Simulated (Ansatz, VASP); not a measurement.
**Fe: VASP beside Ansatz**

File INCAR:

```
SYSTEM = Fe
ALGO = Normal ; EDIFF = 1E-6
ENCUT = 520 ; GGA = PE
ISIF = 2 ; ISMEAR = -1
ISPIN = 2 ; LASPH = .True.
LCHARG = .False. ; LMAXMIX = 4
LORBIT = 11 ; LREAL = .False.
LWAVE = .False. ; MAGMOM = 3
NBANDS = 14 ; NELM = 150
PREC = Accurate ; SIGMA = 0.05
```

KPOINTS

```
k-points
0
Gamma
  10 10 10
  0 0 0
```

File POSCAR:

```
Fe
1.0
   -1.4430000000      1.4430000000      1.4285700000
    1.4430000000     -1.4430000000      1.4285700000
    1.4430000000      1.4430000000     -1.4285700000
Fe
1
Direct
    0.0000000000      0.0000000000      0.0000000000
```

input.yaml

```yaml
crystal:
  lattice:
    - [-1.443, 1.443, 1.42857]
    - [1.443, -1.443, 1.42857]
    - [1.443, 1.443, -1.42857]
  atoms:
    - { symbol: Fe, position: [0.0, 0.0, 0.0], spin: 3.0 }
hamiltonian:
  xc: pbe
  pseudopotentials: { kind: paw }
magnetization:
  spin_polarized: true
kpoints:
  mp_grid: { grid: [10, 10, 10] }
scf:
  occupations: { method: fermi_dirac, width: 0.05 }
output:
  forces: true
  stress: true
  eigenvalues: true
```

Change from the starting cell: strain = -0.01.

Alike in both runs: task single point; functional PBE; k mesh 10 × 10 × 10; occupations fermi-dirac, width 0.05 eV; collinear spin, ferromagnetic start.

|  | VASP | Ansatz |
| --- | --- | --- |
| version | VASP 6.6.1 | Ansatz 0.2.0 |
| potentials or method | VASP PAW PBE potentials, release 64 (Fe) | Ansatz PAW |
| plane-wave cutoff (eV) | 520 | 420 |
| valence electrons in the cell | 8 | 16 |

```tsv
	VASP	Ansatz	Ansatz less VASP
gap on the k mesh at the Fermi level (eV)	none	none	-
pressure (GPa)	-9.6	-9.6	-0.01
largest component of the traceless stress (GPa)	0.90	0.98	+0.083
net moment per atom (μB)	2.17	2.15	-0.015
size of the moment on the site where the two differ most (μB)	2.18	2.22	+0.038
```

Site moments also hang on the region over which each program counts them. A gap of «none» marks a metal or a gap that the smearing closes. The two sets of potentials don't hold the same shells in valence.
